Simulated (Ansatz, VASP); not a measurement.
**SrO in VASP and in Ansatz**

The input INCAR:

```
SYSTEM = SrO
PREC = Accurate
ENCUT = 520
EDIFF = 1E-7
ISMEAR = -1
SIGMA = 0.05
LREAL = .FALSE.
LASPH = .TRUE.
NELM = 100
ALGO = Normal
ISIF = 2
LWAVE = .FALSE.
LCHARG = .FALSE.
GGA = PE
NBANDS = 15
```

File KPOINTS:

```
Automatic mesh
0
G
  9 9 9
  0 0 0
```

POSCAR

```
SrO
1.0
    0.0000000000      2.5139118308      2.5139118308
    2.5139118308      0.0000000000      2.5139118308
    2.5139118308      2.5139118308      0.0000000000
Sr O
1 1
Direct
    0.5000000000      0.5000000000      0.5000000000
    0.0000000000      0.0000000000      0.0000000000
```

input.yaml

```yaml
crystal:
  lattice:
    - [0.0, 2.5139118308, 2.5139118308]
    - [2.5139118308, 0.0, 2.5139118308]
    - [2.5139118308, 2.5139118308, 0.0]
  atoms:
    - { symbol: Sr, position: [0.5, 0.5, 0.5] }
    - { symbol: O, position: [0.0, 0.0, 0.0] }
hamiltonian:
  xc: pbe
  pseudopotentials: { kind: paw }
kpoints:
  mp_grid: { grid: [9, 9, 9] }
scf:
  occupations: { method: fermi_dirac, width: 0.05 }
output:
  forces: true
  stress: true
  eigenvalues: true
```

Change from the starting cell: volume scaled by 0.94.

Alike in both runs: task single point; functional PBE; k mesh 9 × 9 × 9; occupations fermi-dirac, width 0.05 eV; no spin polarisation.

|  | VASP | Ansatz |
| --- | --- | --- |
| version | VASP 6.6.1 | Ansatz 0.2.0 |
| potentials or method | VASP PAW PBE potentials, release 64 (Sr_sv, O) | Ansatz PAW |
| plane-wave cutoff (eV) | 520 | 420 |
| valence electrons in the cell | 16 | 16 |

VASP gave:

- gap on the k mesh at the Fermi level (eV): 3.28
- least direct gap on the mesh (eV): 3.32
- pressure (GPa): 11.1

Problem. What did Ansatz give for the same quantities?

Solution. gap on the k mesh at the Fermi level (eV): 3.33; least direct gap on the mesh (eV): 3.36; pressure (GPa): 10.3.

Caveats: an odd mesh through Γ misses points on the zone boundary, where band edges often lie (VASP); odd divisions of the mesh miss points on the zone boundary, where band edges often lie, so the gap on the mesh can be too wide (Ansatz); the pressure holds a Pulay correction of +0.4 GPa for the finite cutoff (Ansatz).
